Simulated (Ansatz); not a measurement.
**ZnF2: the band gap up the ladder of functionals**

An exercise on one series of results from a longer session: the logs are not shown, and one member is left open.

The runs shown are made with Ansatz 0.2.0. PAW datasets, plane waves. Spin-unpolarised throughout; all numbers are computed.

## The cell

The cell was relaxed beforehand with r2SCAN.

Space group P4_2/mnm (No. 136), tetragonal; conventional cell a = 4.703 Å, c = 3.127 Å, 11.53 Å³ an atom. Zn has 6 F at 2.02–2.04 Å; F has 3 Zn at 2.02–2.04 Å.

As a file:

```cif
data_structure
_symmetry_space_group_name_H-M 'P4_2/mnm'
_symmetry_Int_Tables_number 136
_cell_length_a 4.7034
_cell_length_b 4.7034
_cell_length_c 3.1268
_cell_angle_alpha 90.000
_cell_angle_beta 90.000
_cell_angle_gamma 90.000
_cell_volume 69.17
loop_
_atom_site_label
_atom_site_type_symbol
_atom_site_symmetry_multiplicity
_atom_site_Wyckoff_symbol
_atom_site_fract_x
_atom_site_fract_y
_atom_site_fract_z
_atom_site_occupancy
Zn1 Zn 2 a 0.00000 0.00000 0.00000 1
F1 F 4 f 0.30319 0.30319 0.00000 1
```

Set-up of the first run:

Input file input.yaml:

```yaml
crystal:
  lattice:
    - [4.7033647461, 0.0, 0.0]
    - [0.0, 4.7033647461, 0.0]
    - [0.0, 0.0, 3.1267863742]
  atoms:
    - { symbol: Zn, position: [0.0, 0.0, 0.0] }
    - { symbol: Zn, position: [0.5, 0.5, 0.5] }
    - { symbol: F, position: [0.3031901712, 0.3031901712, 0.0] }
    - { symbol: F, position: [0.1968098288, 0.8031901712, 0.5] }
    - { symbol: F, position: [0.8031901712, 0.1968098288, 0.5] }
    - { symbol: F, position: [0.6968098288, 0.6968098288, 0.0] }
kpoints:
  mp_grid: { grid: [6, 6, 8] }
  band_path:
    path:
      - [[0.0, 0.0, 0.0], [7.24316456268e-51, 0.5, 0.0], [0.5, 0.5, 0.0], [0.0, 0.0, 0.0], [0.0, 0.0, 0.5], [7.24316456268e-51, 0.5, 0.5], [0.5, 0.5, 0.5], [0.0, 0.0, 0.5]]
      - [[7.24316456268e-51, 0.5, 0.0], [7.24316456268e-51, 0.5, 0.5]]
      - [[0.5, 0.5, 0.0], [0.5, 0.5, 0.5]]
    npoints: 10
hamiltonian:
  xc: pbe
scf:
  occupations: { method: fermi_dirac, width: 0.02 }
  n_extra_bands: 5
output:
  forces: true
  stress: true
  eigenvalues: true
```

The run is started by

```console
$ ansatz run input.yaml --threads 4 --pin off --max-ram 7372MiB --backend cpu --events-out ev --progress --plain --runs-dir out
```

Among the steps run: Band structure with PBE; r2SCAN at the same geometry; Single point with HSE06; PBE0; LDA at the same geometry; Single point with DDH-PBE0; Single point with Hartree-Fock.

One table of the session follows, with a row left open; its other results are not shown here.

| level | gap (eV) |
| --- | --- |
| PBE | 3.58 |
| r2SCAN | 4.28 |
| HSE06 | ? |
| PBE0 | 6.90 |
| LDA | 3.37 |
| DDH-PBE0 | 8.77 |
| Hartree-Fock | 17.08 |

Q: Estimate the row for HSE06 from the others.

**Answer.** gap (eV): 6.16. In the column «gap (eV)» it lies between r2SCAN (4.28) and PBE0 (6.90).

Meshes: PBE 6×6×8, r2SCAN 6×6×8, HSE06 4×4×6, PBE0 4×4×6, LDA 6×6×8, DDH-PBE0 4×4×6, Hartree-Fock 4×4×6

LDA gives the least gap, 3.37 eV, and Hartree-Fock the largest, 17.08 eV. PBE reaches 58 % of the HSE06 value, and r2SCAN 69 %. PBE0 lies 0.75 eV above HSE06, which differs from it by screening the long-range exchange. The levels disagree on whether the gap is direct.

To keep in mind: Warnings in the runs' records: stress exchange threshold loose, stress scf threshold loose.
